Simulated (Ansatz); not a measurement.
The system is B.

```
CELL_PARAMETERS angstrom
1.62456 0.00000 0.00000
0.00000 2.86615 0.00000
0.00000 0.00000 3.91440
ATOMIC_POSITIONS crystal
B 0.00000 0.50000 0.60926
B 0.50000 0.00000 0.39074
```

The cell was built by a generator and needn't be a form met in nature.

| Quantity | Value |
| --- | --- |
| Program | Ansatz 0.2.0 |
| Task | single point |
| Functional | PBE |
| Potentials or basis | Ansatz PAW |
| Cutoff | 420 eV (not typed: the program's choice for these potentials) |
| k mesh | 16 × 9 × 7 |
| Occupations | fermi-dirac, width 0.05 eV |
| Spin | no spin polarisation |

On this cell: pressure 0.1 GPa; largest force 0.008 eV/Å; band gap on the k mesh none (metal or under the smearing width).

The same run follows on a disturbed copy (atoms moved at random, drawn with an rms of 0.05 Å):

```
B
1.0
     1.62456    0.00000    0.00000
     0.00000    2.86615    0.00000
     0.00000    0.00000    3.91440
B
2
Direct
  0.99998 0.51209 0.61590
  0.51403 0.00547 0.39753
```

Problem. What changes?

Solution. The energy (extrapolated to zero smearing) moves by +2.0 meV/atom; pressure 0.2 GPa; largest force 0.277 eV/Å; band gap on the k mesh none (metal or under the smearing width).

Forces on the atoms (eV/Å):
```
B    0.227 -0.158  0.018
B   -0.227  0.158 -0.018
```

Stress tensor (GPa, compression positive):
```
-0.94 -0.14  1.70
-0.14  1.88 -1.19
 1.70 -1.19 -0.22
```

Caveats: this functional lacks dispersion, which binds the layers, so the pressure and a relaxed spacing across them are unreliable (some runs).
